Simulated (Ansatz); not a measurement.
The parent structure is a 16-atom supercell of NaF in the rock salt structure (space group Fm-3m, No. 225; a = 4.702 Å) at its relaxed geometry.

(Cell as relaxed with PBE.)

Levels (all Ansatz, an electronic-structure program, PAW): PBE (420 eV, no spin-orbit coupling); r2SCAN (500 eV, no spin-orbit coupling).

Each level relaxes its own structure.

Perturbation: one F atom is replaced by Na, atoms relaxed at fixed cell, starting from a slightly rattled geometry.

```json
[
 {"quantity": "pressure", "PBE": "7.7 GPa", "r2SCAN": "9.2 GPa"},
 {"quantity": "shift of the substituted atom off its lattice site", "PBE": "1.13 Å", "r2SCAN": "1.26 Å"},
 {"quantity": "largest displacement of a host atom from its site in the perfect cell", "PBE": "0.36 Å", "r2SCAN": "0.34 Å"}
]
```

PBE's pressure lies 1.5 GPa below r2SCAN's; PBE's shift of the substituted atom off its lattice site lies 0.13 Å below r2SCAN's. Neither level is exact; r2SCAN is the comparison here, not a measurement.

The magnetic state is the one reached from the starting moments; the real material's order can differ, and small cells can't hold many antiferromagnetic ones. In so small a cell the defect repeats every few ångströms: this is an ordered compound, not a dilute defect. Seeded moments were not kept for Na on a F site (antisite).
